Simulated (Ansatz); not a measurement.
# Chromium, dhcp under RPBE: from relaxation to bulk modulus

The plan for chromium in the dhcp structure: relax it, solve it on a dense k-mesh, then scale the cell to 7 volumes from 88 to 112 % of the relaxed one and try a fit of the equation of state. The start is ferromagnetic. The k-meshes are 14×14×4 for the relaxation; 19×19×5 for the dense run; 16×16×4 for the volumes.

Method: DFT RPBE, plane waves (420 eV) with PAW, scalar-relativistic; PBE-made PAW files, in Ansatz 0.2.0.

### 1 The starting structure

It takes space group P6_3/mmc (No. 194, hexagonal). The conventional cell has a = 2.569 Å, b = 2.569 Å, c = 8.391 Å, α = 90.00°, β = 90.00°, γ = 120.00°. Cr (site symmetry -3m) has 12 Cr at 2.57 Å as nearest neighbours. Cr (site symmetry -6m2) is surrounded by 12 Cr at 2.57 Å.

Structure file:

```cif
data_structure
_symmetry_space_group_name_H-M 'P 1'
_symmetry_Int_Tables_number 1
_cell_length_a 2.5693
_cell_length_b 2.5693
_cell_length_c 8.3912
_cell_angle_alpha 90.000
_cell_angle_beta 90.000
_cell_angle_gamma 120.000
_cell_volume 47.97
loop_
_atom_site_label
_atom_site_type_symbol
_atom_site_fract_x
_atom_site_fract_y
_atom_site_fract_z
_atom_site_occupancy
Cr1 Cr 0.00000 0.00000 0.00000 1
Cr2 Cr 0.00000 0.00000 0.50000 1
Cr3 Cr 0.33333 0.66667 0.25000 1
Cr4 Cr 0.66667 0.33333 0.75000 1
```

The atoms start with moments of +1.5 ×4 μB.

### 2 Geometry optimisation

File input.yaml:

```yaml
crystal:
  lattice:
    - [2.569259227, 0.0, 0.0]
    - [-1.2846296135, 2.2250437595, 0.0]
    - [0.0, 0.0, 8.3912006354]
  atoms:
    - { symbol: Cr, position: [0.0, 0.0, 0.0], spin: 1.5 }
    - { symbol: Cr, position: [0.0, 0.0, 0.5], spin: 1.5 }
    - { symbol: Cr, position: [0.3333333333, 0.6666666667, 0.25], spin: 1.5 }
    - { symbol: Cr, position: [0.6666666667, 0.3333333333, 0.75], spin: 1.5 }
hamiltonian:
  xc: rpbe
  pseudopotentials:
    kind: paw
    azcp:
      Cr: "pseudopotentials/Cr.paw.azcp"
basis:
  ecutwfc: 420
  fft_grid_basis: typed
kpoints:
  mp_grid: { grid: [14, 14, 4], shift: [0, 0, 0] }
magnetization:
  spin_polarized: true
scf:
  occupations: { method: fermi_dirac, width: 0.05 }
relax:
  max_steps: 60
  f_tol: 0.01
  cell: {}
```

The program printed:

```text
Warning: RAYON_NUM_THREADS=2 ignored (pool sized by the plan → 2); use --threads N
Engine: ansatz 0.2.0, aarch64-unknown-linux-gnu
Pseudopotentials: kind: paw
Pseudopotential: Cr, paw, valence charge 14, recommended cutoff 420 eV (normal), <dir>
Functional definition: RPBE
  parameter kappa = 0.804
  parameter beta = 0.06672455060314922
  exchange = rpbe_x(kappa = kappa, mu = beta*pi^2/3)
  correlation = pbe_c(beta = beta)
Crystal: 4 atoms, lattice volume = 47.970 Å³
Basis set: ecut = 420 eV, 959 PW (Γ), exchange–correlation on 36×36×120 points (8 copies of the dense FFT grid, shifted against one another)
Bands: 38, of which v1, the nominal top of the filled ones, is band 28 counted from 1 (27 counted from 0)
Symmetry: 24 space group operations
Space group: P63/mmc (ITA 194), of the structure as read, at distance tolerance 3.6e-5 Å
Magnetic group: BNS 194.263 (UNI 1493), of the structure as read, at distance tolerance 3.6e-5 Å
k-points: 72 of 784
Non-local potential: Cr, projectors of the file, l = 0: 3, l = 1: 2, l = 2: 3, l = 3: 1
PAW form: soft (Blöchl's): semilocal exchange-correlation on the pseudo side does not see the compensation charge
PAW frozen core: Cr, regenerated for the run's functional, and the local potential with it (the file was generated under x = pbe(κ = 0.804, μ = 0.2195149727645171), c = pbe(β = 0.06672455060314922))
PAW one-centre angular grid: Cr, 590 points (default); XC on 64 Gauss nodes
Initial density: superposition of atomic densities (chi_scale 0.1, normalization cell)
Starting moments: Σ|m| = 6 μB on 4 of 4 sites
Initial wavefunctions: pseudopotential atomic-orbital guess
Functional: x = rpbe, c = pbe(β = 0.06672455060314922)
SCF iter   1: F=—  HF=-13534.532153 eV  |F-HF|=—  |Δ(HF+E_count)|=         —  Δρ=1.43e-1 (↑1.43e-1 ↓8.14e-2)  dr2=1.95e1  dr2_m=6.26e-1  M=4.183 μB ∫|m|=4.183 μB  β_m=0.30  ethr=3.10e-3  ⟨swp⟩=3.5  Hψ=16360  notcnv=0  defer=2
Mixer restart at iter 1: flushing history
preconditioner: auto → none  [metal: Δε(μ)=0.008 eV  Ē_g=4.945 eV  σ=0.050 eV  W_gap=0.04  n_scr=6 (ndim 8)  ℏωp=26.3 eV  f_vac=0.000  D(μ)=3.84/eV (n_scr^D=52)  sad-step TF]
SCF iter   2: F=—  HF=-13528.935256 eV  |F-HF|=—  |Δ(HF+E_count)|=    5.60e0  Δρ=7.78e-2 (↑7.78e-2 ↓4.48e-2)  dr2=5.99e0  dr2_m=2.44e-1  M=4.125 μB ∫|m|=4.126 μB  β_m=0.46  ethr=3.10e-3  ⟨swp⟩=2.1  Hψ=11321  notcnv=0  defer=251
SCF iter   3: F=—  HF=-13527.010305 eV  |F-HF|=—  |Δ(HF+E_count)|=    1.92e0  Δρ=1.73e-2 (↑1.49e-2 ↓1.73e-2)  dr2=1.06e-1  dr2_m=4.81e-2  M=3.790 μB ∫|m|=3.793 μB  β_m=0.67  ethr=3.10e-3  ⟨swp⟩=2.3  Hψ=10676  notcnv=0  defer=250
SCF iter   4: F=—  HF=-13527.427792 eV  |F-HF|=—  |Δ(HF+E_count)|=         —  Δρ=4.48e-2 (↑4.48e-2 ↓3.84e-2)  dr2=6.35e-2  dr2_m=7.52e-1  M=1.828 μB ∫|m|=1.843 μB  β_m=1.00  ethr=1.89e-4  ⟨swp⟩=2.5  Hψ=11523  notcnv=0  defer=201
Mixer restart at iter 4: flushing history
SCF iter   5: F=—  HF=-13527.349586 eV  |F-HF|=—  |Δ(HF+E_count)|=   7.82e-2  Δρ=2.39e-2 (↑2.16e-2 ↓2.39e-2)  dr2=1.13e0  dr2_m=2.85e-2  M=1.508 μB ∫|m|=1.514 μB  β_m=0.67  ethr=8.93e-5  ⟨swp⟩=3.7  Hψ=13624  notcnv=0  defer=199
SCF iter   6: F=—  HF=-13527.563866 eV  |F-HF|=—  |Δ(HF+E_count)|=   2.14e-1  Δρ=7.15e-2 (↑7.15e-2 ↓5.65e-2)  dr2=1.13e1  dr2_m=5.71e-2  M=1.210 μB ∫|m|=1.216 μB  β_m=0.35  ethr=8.93e-5  ⟨swp⟩=3.5  Hψ=14632  notcnv=0  defer=194  recentre
SCF iter   7: F=—  HF=-13527.290586 eV  |F-HF|=—  |Δ(HF+E_count)|=   2.73e-1  Δρ=1.03e-2 (↑1.00e-2 ↓1.03e-2)  dr2=5.21e-2  dr2_m=3.69e-2  M=1.279 μB ∫|m|=1.285 μB  β_m=0.63  ethr=8.93e-5  ⟨swp⟩=3.3  Hψ=14668  notcnv=0  defer=193
SCF iter   8: F=—  HF=-13527.293599 eV  |F-HF|=—  |Δ(HF+E_count)|=   3.01e-3  Δρ=9.62e-3 (↑3.66e-3 ↓9.62e-3)  dr2=1.84e-2  dr2_m=1.77e-2  M=1.041 μB ∫|m|=1.045 μB  β_m=0.08  ethr=8.93e-5  ⟨swp⟩=2.2  Hψ=9037  notcnv=0  defer=176
SCF iter   9: F=—  HF=-13527.290084 eV  |F-HF|=—  |Δ(HF+E_count)|=   3.52e-3  Δρ=6.31e-3 (↑4.56e-3 ↓6.31e-3)  dr2=1.88e-3  dr2_m=1.27e-2  M=0.913 μB ∫|m|=0.917 μB  β_m=0.46  ethr=3.29e-5  ⟨swp⟩=2.0  Hψ=8280  notcnv=0  defer=176
SCF iter  10: F=—  HF=-13527.290501 eV  |F-HF|=—  |Δ(HF+E_count)|=   4.17e-4  Δρ=2.13e-3 (↑2.13e-3 ↓1.73e-3)  dr2=1.71e-4  dr2_m=1.62e-3  M=0.376 μB ∫|m|=0.377 μB  β_m=0.73  ethr=3.36e-6  ⟨swp⟩=2.0  Hψ=8849  notcnv=0  defer=177
SCF iter  11: F=—  HF=-13527.290876 eV  |F-HF|=—  |Δ(HF+E_count)|=   3.76e-4  Δρ=1.66e-3 (↑1.66e-3 ↓9.16e-4)  dr2=4.30e-4  dr2_m=7.24e-4  M=0.255 μB ∫|m|=0.256 μB  β_m=0.87  ethr=3.06e-7  ⟨swp⟩=2.3  Hψ=8590  notcnv=0  defer=176
SCF iter  12: F=—  HF=-13527.291003 eV  |F-HF|=—  |Δ(HF+E_count)|=   1.26e-4  Δρ=6.80e-4 (↑1.42e-4 ↓6.80e-4)  dr2=3.56e-4  dr2_m=4.40e-5  M=0.113 μB ∫|m|=0.113 μB  β_m=0.93  ethr=3.06e-7  ⟨swp⟩=2.4  Hψ=9876  notcnv=0  defer=176
SCF iter  13: F=—  HF=-13527.291095 eV  |F-HF|=—  |Δ(HF+E_count)|=   9.23e-5  Δρ=1.54e-4 (↑1.15e-4 ↓1.54e-4)  dr2=3.98e-5  dr2_m=2.00e-6  M=0.033 μB ∫|m|=0.033 μB  β_m=0.85  ethr=3.06e-7  ⟨swp⟩=2.3  Hψ=7935  notcnv=0  defer=176
SCF iter  14: F=—  HF=-13527.291093 eV  |F-HF|=—  |Δ(HF+E_count)|=   1.87e-6  Δρ=6.88e-5 (↑6.88e-5 ↓5.03e-5)  dr2=2.09e-6  dr2_m=1.07e-6  M=0.019 μB ∫|m|=0.019 μB  β_m=0.84  ethr=7.11e-8  ⟨swp⟩=1.9  Hψ=6704  notcnv=0  defer=176
SCF iter  15: F=—  HF=-13527.291094 eV  |F-HF|=—  |Δ(HF+E_count)|=   8.45e-7  Δρ=3.45e-5 (↑3.35e-5 ↓3.45e-5)  dr2=1.18e-7  dr2_m=4.81e-7  M=0.012 μB ∫|m|=0.012 μB  β_m=0.78  ethr=3.72e-9  ⟨swp⟩=2.6  Hψ=9529  notcnv=0  defer=176
SCF iter  16: F=—  HF=-13527.291094 eV  |F-HF|=—  |Δ(HF+E_count)|=   1.62e-7  Δρ=1.69e-5 (↑1.56e-5 ↓1.69e-5)  dr2=1.64e-8  dr2_m=1.08e-7  M=0.006 μB ∫|m|=0.006 μB  β_m=0.89  ethr=2.11e-10  ⟨swp⟩=2.0  Hψ=9314  notcnv=0  defer=176
SCF iter  17: F=—  HF=-13527.291094 eV  |F-HF|=—  |Δ(HF+E_count)|=   8.12e-8  Δρ=2.29e-6 (↑1.87e-6 ↓2.29e-6)  dr2=4.11e-9  dr2_m=5.66e-10  M=-0.000 μB ∫|m|=0.000 μB  β_m=0.89  ethr=2.93e-11  ⟨swp⟩=3.0  Hψ=10937  notcnv=0  defer=176
SCF iter  18: F=—  HF=-13527.291094 eV  |F-HF|=—  |Δ(HF+E_count)|=  6.35e-10  Δρ=1.98e-6 (↑1.98e-6 ↓1.79e-6)  dr2=8.09e-9  dr2_m=1.94e-10  M=-0.000 μB ∫|m|=0.000 μB  β_m=0.71  ethr=7.35e-12  ⟨swp⟩=2.0  Hψ=9587  notcnv=0  defer=176
SCF iter  19: F=-13527.291094 eV  HF=-13527.291094 eV  |F-HF|=1.39e-8  |Δ(HF+E_count)|=  4.75e-10  Δρ=2.18e-6 (↑2.08e-6 ↓2.18e-6)  dr2=1.44e-8  dr2_m=1.94e-11  M=0.000 μB ∫|m|=0.000 μB  ethr=7.35e-12  ⟨swp⟩=1.0  Hψ=13267  notcnv=0
WARN: the starting moments were not kept: the SCF closed with an absolute magnetisation of 2.0e-5 μB, where they sum to 6 μB in size (4 sites). That is at most 0.1 of that sum. Measured as dr2_m measures the in/out step, that magnetisation stands 8.1e-11 eV from none, at or under the dr2_threshold of 1.0e-7 eV: it is no larger than a step whose dr2_m would equal this threshold. The system may hold no moment; this SCF shows only that its start led to no more than that. To try another start: raise the starting moments (crystal.atoms[].spin, magnetization.per_species, magnetization.initial_magnetization, or on a non-collinear deck that types none of these the spinor_matrix: blocks that start its atoms; where the total moment is fixed, keep their sum and leave initial_magnetization as it is; typed ones take the place of any that the run laid by itself, positive ones on a crystal's lanthanoids without a Hubbard term where scf.initial_density.shell_occupations: [] is typed) or, if the notice of its spin-set hold's release reads "site moments contracting" or "site moments show no strong build", lengthen the hold (scf.mixing.spin_hold: { on: { confirm: 4 } }; for m-r²SCAN on two components see the key's manual first). Each may lead to a state that holds a moment. A second SCF, from the converged charge density, with the starting moments and any scf.initial_density.shell_occupations laid on it anew, would have followed, and was not run: the deck does not ask for one (magnetization.retry_lost_moments is false, the default). To let it run, set magnetization.retry_lost_moments: true and run the deck again, where that key's refused combinations let it; where memory then withholds it, that run's warning says so.
SCF 1 converged in 19 iterations: F = -13527.291094 eV  dr2 = 1.44e-8
relax step   1: F+E_penalty+E_count = -13527.29109419 eV  Δ(F+E_penalty+E_count) = +0.000e0 eV  max|allowed force component| = 7.864e-17 eV/Å  Δτ_max = 0.0000 Å  P = +2.680 GPa  Ω = 47.970 Å³  (19 SCF iters, dr2 threshold 1.00e-7 eV, accepted)
[... from here on, the SCF cycles and remarks between the steps are left out ...]
relax step   2: F+E_penalty+E_count = -13527.31988083 eV  Δ(F+E_penalty+E_count) = -2.879e-2 eV  max|allowed force component| = 2.776e-17 eV/Å  Δτ_max = 0.0000 Å  P = +0.381 GPa  Ω = 48.453 Å³  energy of the carried Pulay correction = -2.766e-4 eV  (11 SCF iters, dr2 threshold 4.00e-7 eV, accepted)
relax step   3: F+E_penalty+E_count = -13527.37626720 eV  Δ(F+E_penalty+E_count) = -5.639e-2 eV  max|allowed force component| = 2.313e-17 eV/Å  Δτ_max = 0.0000 Å  P = -4.658 GPa  Ω = 49.643 Å³  energy of the carried Pulay correction = -9.522e-4 eV  (11 SCF iters, dr2 threshold 4.00e-7 eV, accepted)
relax step   4: F+E_penalty+E_count = -13527.38350837 eV  Δ(F+E_penalty+E_count) = -7.241e-3 eV  max|allowed force component| = 1.908e-17 eV/Å  Δτ_max = 0.0000 Å  P = -3.160 GPa  Ω = 49.280 Å³  energy of the carried Pulay correction = -7.510e-4 eV  (10 SCF iters, dr2 threshold 4.00e-7 eV, accepted)
relax step   5: F+E_penalty+E_count = -13527.39272022 eV  Δ(F+E_penalty+E_count) = -9.212e-3 eV  max|allowed force component| = 2.891e-17 eV/Å  Δτ_max = 0.0000 Å  P = -0.152 GPa  Ω = 48.624 Å³  energy of the carried Pulay correction = -3.885e-4 eV  (10 SCF iters, dr2 threshold 4.00e-7 eV, accepted)
relax step   6: F+E_penalty+E_count = -13527.39277266 eV  Δ(F+E_penalty+E_count) = -5.244e-5 eV  max|allowed force component| = 1.850e-17 eV/Å  Δτ_max = 0.0000 Å  P = -0.000 GPa  Ω = 48.593 Å³  energy of the carried Pulay correction = -3.716e-4 eV  (8 SCF iters, dr2 threshold 1.36e-7 eV, accepted)
relax step   7: F+E_penalty+E_count = -13527.39451957 eV  Δ(F+E_penalty+E_count) = -1.747e-3 eV  max|allowed force component| = 1.850e-17 eV/Å  Δτ_max = 0.0000 Å  P = +0.120 GPa  Ω = 48.593 Å³  stress off target by 2.93e-1 GPa  SCF on the basis re-selected at this cell (its energy is not comparable with the rows above)  (12 SCF iters)
relax step   8: F+E_penalty+E_count = -13527.39454056 eV  Δ(F+E_penalty+E_count) = -2.098e-5 eV  max|allowed force component| = 2.139e-17 eV/Å  Δτ_max = 0.0000 Å  P = +0.013 GPa  Ω = 48.620 Å³  energy of the carried Pulay correction = -1.611e-5 eV  (8 SCF iters, dr2 threshold 2.15e-7 eV, accepted)
relax step   9: F+E_penalty+E_count = -13527.39455163 eV  Δ(F+E_penalty+E_count) = -1.107e-5 eV  max|allowed force component| = 1.330e-17 eV/Å  Δτ_max = 0.0000 Å  P = +0.013 GPa  Ω = 48.620 Å³  stress off target by 3.04e-2 GPa  SCF on the basis re-selected at this cell (its energy is not comparable with the rows above)  (5 SCF iters)
basis re-selected at this cell: Δ(F+E_penalty+E_count) = -1.107e-5 eV, ΔP = -0.001 GPa vs the last step (what re-selecting the basis moved, of the pressure what is left beyond the Pulay correction that the steps carried, after the strain that the cell walked since its last selection, with what the two solves' SCF thresholds leave and, on support functions, any second-order correction that the steps lacked; it is no measure of the basis error at this ecutwfc). This SCF's stress stands 3.04e-2 GPa from its target on what of the cell is left free (relax.cell.stress_tol is 5.00e-2 GPa) and its largest allowed force component is 1.33e-17 eV/Å (relax.f_tol is 1.00e-2 eV/Å): within both
SCF converged after 5 iterations
Magnetization: -0.0000 μB (28.0000 up, 28.0000 down)
Absolute magnetization: 0.0000 μB (∫|ρ↑−ρ↓|, with the PAW one-centre terms)
Spin contamination: 0.0000 ħ² per cell (⟨S²⟩ above its minimum at these occupations)
Per-site moments (μB) at R_I (Å): [(-8.798051532045754e-7, 1.0372225741649146), (-8.798051531840704e-7, 1.0372225741649146), (-4.2694720286414784e-8, 1.0372225741649146), (-4.269472020794462e-8, 1.0372225741649146)]
Free energy (F): -13527.394552 eV
Harris-Foulkes:  -13527.394552 eV  (|F-HF|=1.82e-12)
Internal energy: -13527.343526 eV  (E = F + TS)
E sigma→0 (E₀):  -13527.369039 eV
Entropy (-TS):   -0.051025 eV (-12.756 meV/atom)
Fermi energy:    18.267561 eV
--- Per-component energies (eV) ---
  E_band       = -627.398276
  E_kinetic    = 1370.748238
  E_local      = -4895.263565  (includes V_loc(G=0)·N_el)
  E_nonlocal   = 311.337532
  E_hartree    = 2127.248207
  E_xc         = -559.586619
  E_vxc        = -712.776333  (∫ρ·V_xc dr)
  E_paw        = -4797.482603  (= ΣΔE_a)
  E_vpaw       = -955.942186  (= ΣTr[D̂ρ^β])
  E_aug_tail   = 0.001485  (compensation charges beyond the density's cutoff)
  E_ewald      = -7084.143095
  E_core_change = -0.203106  (= ΣΔE_core)
  E_smearing   = -0.051025  (= −TS)
  E_closure    = 0.000000  (closes the sum)
  Σ components = -13527.394552   (vs F -13527.394552, Δ=0.00e0)
--- Forces (eV/Å), atoms counted from 1 ---
  atom   1  Cr     0.00000000     0.00000000     0.00000000
  atom   2  Cr     0.00000000     0.00000000     0.00000000
  atom   3  Cr    -0.00000000     0.00000000     0.00000000
  atom   4  Cr     0.00000000    -0.00000000     0.00000000
  max |Σ_I F_I| component: 2.31e-18 eV/Å
--- Stress (GPa, compression-positive) ---
        0.003835       0.000000       0.000000
        0.000000       0.003835       0.000000
        0.000000       0.000000       0.030441
  P = ⅓ Tr σ = 0.0127 GPa (0.127 kbar)
--- Relaxed structure (7 steps of the walk, 7 accepted, 2 SCFs on fresh bases) ---
  F+E_penalty+E_count = -13527.39455163 eV   max|allowed force component| = 1.330e-17 eV/Å   (the final SCF, on the basis selected at the relaxed cell)
  cell:  # Å, volume = 48.6199 Å³
    - [2.5144789676725208, 1.8512461154731145e-34, 0.0]
    - [-1.2572394838362604, 2.177602663286073, 0.0]
    - [0.0, 0.0, 8.879474328687936]
  atoms:
    - { symbol: Cr, position: [6.633212641081522e-38, 7.275066301347224e-35, -2.3908104603528383e-37] }
    - { symbol: Cr, position: [4.92805405943425e-35, -3.183898110194565e-35, 0.5] }
    - { symbol: Cr, position: [0.3333333333333333, 0.6666666666666667, 0.25] }
    - { symbol: Cr, position: [0.6666666666666667, 0.3333333333333333, 0.75] }
```

Run time: 72 s. Hardware: 2 threads of an Arm CPU, shared host; peak memory 0.46 GiB.

The walk, from the log:

| step | energy change (meV/atom) | largest force (eV/Å) | pressure (GPa) | volume (Å³/atom) |
| --- | --- | --- | --- | --- |
| 1 | 0.00 | 0.0000 | 2.68 | 11.993 |
| 2 | -7.20 | 0.0000 | 0.38 | 12.113 |
| 3 | -21.29 | 0.0000 | -4.66 | 12.411 |
| 4 | -23.10 | 0.0000 | -3.16 | 12.320 |
| 5 | -25.41 | 0.0000 | -0.15 | 12.156 |
| 6 | -25.42 | 0.0000 | 0.00 | 12.148 |
| 7 | -25.86 | 0.0000 | 0.12 | 12.148 |
| 8 | -25.86 | 0.0000 | 0.01 | 12.155 |
| 9 | -25.86 | 0.0000 | 0.01 | 12.155 |

Steps that repeat a cell are solved on a basis chosen anew, so their changes of energy are no gain of the relaxation.

Changes in the cell that was computed:

|  | before | after | change |
| --- | --- | --- | --- |
| a (Å) | 2.569 | 2.514 | -2.1 % |
| b (Å) | 2.569 | 2.514 | -2.1 % |
| c (Å) | 8.391 | 8.879 | +5.8 % |
| volume (Å³/atom) | 11.993 | 12.155 | +1.4 % |
| shortest distance (Å) | 2.569 | 2.514 | -2.1 % |
| space group (spins left aside) | P6_3/mmc | P6_3/mmc | same |

### 3 The energy on a finer k-mesh

File input.yaml:

```yaml
crystal:
  lattice:
    - [2.5144789677, 0.0, 0.0]
    - [-1.2572394838, 2.1776026633, 0.0]
    - [0.0, 0.0, 8.8794743287]
  atoms:
    - { symbol: Cr, position: [0.0, 0.0, 1.0], spin: 1.5 }
    - { symbol: Cr, position: [0.0, 1.0, 0.5], spin: 1.5 }
    - { symbol: Cr, position: [0.3333333333, 0.6666666667, 0.25], spin: 1.5 }
    - { symbol: Cr, position: [0.6666666667, 0.3333333333, 0.75], spin: 1.5 }
hamiltonian:
  xc: rpbe
  pseudopotentials:
    kind: paw
    azcp:
      Cr: "pseudopotentials/Cr.paw.azcp"
basis:
  ecutwfc: 420
  fft_grid_basis: typed
kpoints:
  mp_grid: { grid: [19, 19, 5], shift: [0, 0, 0] }
magnetization:
  spin_polarized: true
scf:
  occupations: { method: fermi_dirac, width: 0.05 }
```

The program printed (excerpt; [...] marks lines left out):

```text
Warning: RAYON_NUM_THREADS=2 ignored (pool sized by the plan → 2); use --threads N
[...]
Pseudopotentials: kind: paw
Pseudopotential: Cr, paw, valence charge 14, recommended cutoff 420 eV (normal), <dir>
Functional definition: RPBE
[...]
Crystal: 4 atoms, lattice volume = 48.620 Å³
Basis set: ecut = 420 eV, 983 PW (Γ)
Bands: 38, of which v1, the nominal top of the filled ones, is band 28 counted from 1 (27 counted from 0)
Symmetry: 24 space group operations
Space group: P63/mmc (ITA 194), of the structure as read, at distance tolerance 3.6e-5 Å
[...]
WARN: the starting moments were not kept: the SCF closed with an absolute magnetisation of 1.8e-5 μB, where they sum to 6 μB in size (4 sites). That is at most 0.1 of that sum. Measured as dr2_m measures the in/out step, that magnetisation stands 5.0e-11 eV from none, at or under the [...]
SCF converged after 14 iterations
Magnetization: -0.0000 μB (28.0000 up, 28.0000 down)
Absolute magnetization: 0.0000 μB (∫|ρ↑−ρ↓|, with the PAW one-centre terms)
Spin contamination: 0.0000 ħ² per cell (⟨S²⟩ above its minimum at these occupations)
Per-site moments (μB) at R_I (Å): [(-2.9073189124509126e-6, 1.0372225741738992), (-2.9073189124191776e-6, 1.0372225741738992), (-3.934357537176481e-7, 1.0372225741738992), (-3.934357537182404e-7, 1.0372225741738992)]
Free energy (F): -13527.391546 eV
[...]
E sigma→0 (E₀):  -13527.365710 eV
Entropy (-TS):   -0.051673 eV (-12.918 meV/atom)
Fermi energy:    18.264035 eV
[...]
```

It took 19 s on 2 threads of an Arm CPU, shared host; peak memory 0.61 GiB.

(Part 1 of 3 ends here.)
